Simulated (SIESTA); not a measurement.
CsPbCl3:

```
Pb Cs Cl
1.0
     5.60500    0.00000    0.00000
     0.00000    5.60500    0.00000
     0.00000    0.00000    5.60500
Pb Cs Cl
1 1 3
Direct
  0.50000 0.50000 0.50000
  0.00000 0.00000 0.00000
  0.50000 0.00000 0.50000
  0.00000 0.50000 0.50000
  0.50000 0.50000 0.00000
```

Base run:

| Property | Result |
| --- | --- |
| Program | SIESTA 5.4.2 |
| Functional | LDA |
| Potentials or basis | PseudoDojo 0.4 standard (LDA files) |
| Basis | DZP (energy shift 0.003 Ry; two zetas on semicore shells; d shell added on Cs) |
| Grid cutoff | 800 Ry |
| Energy shift | 0.003 Ry |
| k mesh | 5 × 5 × 5 |
| Occupations | fermi-dirac, width 0.05 eV |
| Spin | no spin polarisation |

Its results: pressure -0.9 GPa.

Question: The run is repeated on the same cell with these changes: functional from LDA to PBEsol; potentials or basis from PseudoDojo 0.4 standard (LDA files) to PseudoDojo 0.4 standard (PBEsol files). What comes out?

Answer: Pressure 0.5 GPa.

Caveats: the basis of atomic orbitals isn't converged, which shifts pressures, moduli and gaps.
